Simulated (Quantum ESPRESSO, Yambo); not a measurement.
An input for Yambo 5.3.0 (PbSe (Clausthalite)):

```
optics
bss
bse
em1s
dipoles
rim_cut
RandQpts= 1000000
RandGvec= 1 RL
Chimod= "HARTREE"
BSKmod= "SEX"
BSEmod= "resonant"
BSSmod= "d"
BSENGexx= 30 Ry
BSENGBlk= 4 Ry
% BSEQptR
 1 | 1 |
%
% BSEBands
 21 | 29 |
%
% BEnRange
 0 | 3 | eV
%
% BDmRange
 0.1 | 0.1 | eV
%
BEnSteps= 61
% BLongDir
 1 | 0 | 0 |
%
% BndsRnXs
 1 | 69 |
%
NGsBlkXs= 4 Ry
% LongDrXs
 1 | 1 | 1 |
%
% KfnQP_E
 0.101 | 1.0 | 1.0 |
%
WRbsWF
```

```sh
OMP_NUM_THREADS=1 mpirun -n 8 yambo -F bse12.in -J bse12 -C bse12 > bse12.log
```

The stored states that it reads are on a 6×6×6 mesh. The structure is cubic, space group Fm-3m (No. 225). Conventional cell: a = 6.121 Å, b = 6.121 Å, c = 6.121 Å, α = 90.00°, β = 90.00°, γ = 90.00°. Nearest to Pb lie 6 Se at 3.06 Å. Se has 6 Pb at 3.06 Å nearest. Farther neighbours and most contacts between anions are not listed.

**Question.** How long will it take on 8 MPI ranks of Arm Neoverse V1, shared host, and how much memory?

It took 7 min; on shared hardware allow 3.5 min to 14 min. Peak host memory was 6.7 GiB.

The kernel grows as the square of the matrix size, and full diagonalisation as its cube.

[Paths, hosts, dates, memory and timing lines, banners, echoed tables and standing remarks are left out of the program output.]

[Logs are printed without paths, hosts, clocks, repeated set-up lines and the standing remarks that a program may print on its own settings, such as how far it seeks lower states.]

[Runs of the session that timed out or met a known fault of the program may be left out.]

[Hosts, paths, dates, database ids (printed as entryN), source tags and the programs' standing remarks are cut or masked in the printed files.]
